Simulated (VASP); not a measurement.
Crystal: AlFe.

```
Al Fe
1.0
     2.91000    0.00000    0.00000
     0.00000    2.91000    0.00000
     0.00000    0.00000    2.91000
Al Fe
1 1
Direct
  0.00000 0.00000 0.00000
  0.50000 0.50000 0.50000
```

| Quantity | Value |
| --- | --- |
| Program | VASP 6.6.1 |
| Task | relaxation of cell and atoms |
| Functional | PBE |
| Potentials or basis | VASP PAW PBE potentials, release 64 (Al, Fe) |
| Cutoff | 520 eV |
| k mesh | 15 × 15 × 15 |
| Occupations | gaussian, width 0.1 eV |
| Spin | collinear spin, ferromagnetic start |
| Starting moments | [0.0, 3.0] μB |

At the start: pressure -5.8 GPa; volume 12.32 Å³/atom.

Task: How do energy, volume and symmetry change on relaxing?

Result: Over 3 steps the energy falls by 8.6 meV/atom and the volume is 11.87 Å³/atom (-3.6 %); space group Pm-3m (No. 221, to 0.05 Å); moment 0.71 μB per cell.

The path:
| step | energy change (eV) | largest force (eV/Å) | pressure (GPa) | volume (Å³) |
| --- | --- | --- | --- | --- |
| 1 | 0.0000 | 0.0000 | -5.80 | 24.64 |
| 2 | -0.0065 | 0.0000 | 5.24 | 23.09 |
| 3 | -0.0171 | 0.0000 | 0.04 | 23.75 |

Final structure:
```
CELL_PARAMETERS angstrom
2.87435 0.00000 0.00000
0.00000 2.87435 0.00000
0.00000 0.00000 2.87435
ATOMIC_POSITIONS crystal
Al 0.00000 0.00000 0.00000
Fe 0.50000 0.50000 0.50000
```
